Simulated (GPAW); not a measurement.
Runs of GPAW 26.7.0 on MgO. Symmetry: Fm-3m, No. 225, cubic system. Conventional cell: a = 4.194 Å, b = 4.194 Å, c = 4.194 Å, α = 90.00°, β = 90.00°, γ = 90.00°. Around Mg (site symmetry m-3m) lie 6 O at 2.10 Å. Around O (site symmetry m-3m) lie 6 Mg at 2.10 Å. The cell is a database's computed one.

```csv
task,level,potentials or basis,cell,k mesh,cutoff (eV),smearing,eigensolver,optimizer,fmax,max steps,convergence,grid spacing,mesh quality,gap on the mesh (eV),pressure (GPa),relaxed volume (Å³/atom)
relaxation of cell and atoms,BLYP+D3(BJ),"PAW data sets generated in the run's folder for this functional, pw",relaxed,11 × 11 × 11,800,fermi-dirac 0.05 eV,davidson,FIRE,0.01 eV/Å,100,density=1e-05 forces=0.0001,-,not flagged,5.36,0.1,(d)
relaxation of cell and atoms,RPBE,"the program's PAW data sets (release 1.2.1) made for this functional, pw",relaxed,11 × 11 × 11,800,fermi-dirac 0.05 eV,-,BFGS,0.01 eV/Å,60,density=1e-05 forces=0.0001,-,not flagged,4.31,0.0,9.93
relaxation of cell and atoms,RPBE+D3(BJ),"the program's PAW data sets (release 1.2.1) made for this functional, pw",relaxed,11 × 11 × 11,800,fermi-dirac 0.05 eV,-,BFGS,0.02 eV/Å,60,density=1e-05 forces=0.0001,-,not flagged,5.84,-0.1,8.50
band structure,OLYP+D4,"PAW data sets generated in the run's folder for this functional, lcao:dzp",as given,11 × 11 × 11,-,fermi-dirac 0.05 eV,-,-,-,-,-,0.18 Å,not flagged,5.04,-,-
relaxation of cell and atoms,PBE,"GPAW PAW data sets (gpaw-data 1.2.1), pw",relaxed,11 × 11 × 11,800,fermi-dirac 0.05 eV,-,LBFGS,0.02 eV/Å,100,density=1e-05 forces=0.0001,-,not flagged,(a),0.2,9.61
band structure,PBE,"PAW data sets generated in the run's folder for this functional, pw",as given,9 × 9 × 9,800,fermi-dirac 0.05 eV,-,-,-,-,-,-,not flagged,(b),(c),-
```

Alike in all rows: no spin polarisation.

Q: Estimate the missing entries.

A: (a) 4.50; (b) 4.89; (c) 7.0; (d) 9.05.

Caveats: later steps reuse the first step's grids (some runs); an odd mesh through Γ misses points on the zone boundary, where band edges often lie (some runs); the real-space grid adds noise to forces (some runs); the basis of atomic orbitals isn't converged, which shifts pressures, moduli and gaps (some runs).

Not every run made on this cell is shown here.
